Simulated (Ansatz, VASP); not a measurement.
One calculation of SbSe2, two programs

```
Sb Se
1.0
     4.89830    0.00000    0.00000
    -2.44915    4.24205    0.00000
     0.00000    0.00000    3.73227
Sb Se
1 2
Direct
  0.00000 0.00000 0.78453
  0.33333 0.66667 0.51913
  0.66667 0.33333 0.51913
```

Alike in both runs: functional PBE; k mesh 6 × 6 × 4; occupations gaussian, width 0.1 eV; no spin polarisation.

Ansatz relaxed the structure, and its values are those at the end. VASP's run is a single point on that final structure, the one shown.

```csv
,VASP,Ansatz
version,VASP 6.6.1,Ansatz 0.2.0
potentials or method,"VASP PAW PBE potentials, release 64 (Sb, Se)","scalar-relativistic, plane waves, PAW"
plane-wave cutoff (eV),520,420
valence electrons in the cell,17,47
```

Ansatz gave:

```
gap on the k mesh at the Fermi level (eV) : none
pressure (GPa)                            : 0.1
```

Question: What did VASP give for the same quantities?

Answer: gap on the k mesh at the Fermi level (eV): none; pressure (GPa): 0.0.

A gap of «none» marks a metal or a gap that the smearing closes. The functional is the same, so the differences come from potentials, cutoffs and numerics. The two sets of potentials don't hold the same shells in valence.

Caveats: the k mesh is coarse (spacing up to 0.42 Å⁻¹), so the values aren't converged. The runs have no spin-orbit coupling, so splittings on Sb are missing.
